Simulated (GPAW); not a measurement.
The system is ZnS (Wurtzite-2H).

```
CELL_PARAMETERS angstrom
3.81100 0.00000 0.00000
-1.90550 3.30042 0.00000
0.00000 0.00000 6.23400
ATOMIC_POSITIONS crystal
Zn 0.66667 0.33333 0.50000
Zn 0.33333 0.66667 0.00000
S 0.66667 0.33333 0.88500
S 0.33333 0.66667 0.38500
```

Base run:

```yaml
Program: GPAW 26.7.0
Functional: SOGGA
Potentials_or_basis: PAW data sets generated in the run's folder for this functional
Cutoff: 600 eV
Basis: pw
k_mesh: 6 × 6 × 3
Occupations: fermi-dirac, width 0.05 eV
Spin: no spin polarisation
```

Its results: band gap on the k mesh 2.09 eV, direct; pressure -1.5 GPa; largest force 0.312 eV/Å.

The run is repeated on the same cell with these changes: functional from SOGGA to AM05. What comes out?

Band gap on the k mesh 2.23 eV, direct; pressure -0.6 GPa; largest force 0.312 eV/Å.

Not every run made on this cell is shown here.
